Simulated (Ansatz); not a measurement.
# C: strain and displacement

```xyz
1
Lattice="1.7756 0.0000 0.0000 0.0000 1.7756 0.0000 0.0000 0.0000 1.7756" Properties=species:S:1:pos:R:3 pbc="T T T"
C     0.0000    0.0000    0.0000
```

The structure comes from a relaxation in the same program, started in the sc type, and has space group Pm-3m. Whether it is a known phase or the ground state wasn't checked.

These are results of DFT, PBE, all-electron LAPW, scalar-relativistic (Ansatz 0.2.0), not measurements.

The runs use a Γ-centred 15×15×15 k mesh, Fermi–Dirac smearing of 0.03 eV, basis error target 1 meV/atom, no spin polarisation.

The unchanged cell is at -0.25 GPa, so energy changes include a term −P ΔV where the volume moves.

In a metal, stresses and small energies carry noise from the k mesh.

x, y and z are the Cartesian axes of the cell as listed; fractional coordinates follow a strain, and an engineering shear is twice the off-diagonal strain component.

Problem. With this change (equal xy, yz and zx engineering shear strains of -2 %), what becomes of the energy and stress?

Solution. Energy change +6 meV/atom; stress change (xx, yy, zz, yz, xz, xy) 0.08, 0.08, 0.08, 5.55, 5.55, 5.55 GPa, compression positive.

Problem. With this change (x and y strained by +4 %, z held), what becomes of the energy and stress?

Solution. Energy change +33 meV/atom; stress change (xx, yy, zz, yz, xz, xy) -23.33, -23.33, -21.01, 0.00, 0.00, 0.00 GPa, compression positive.
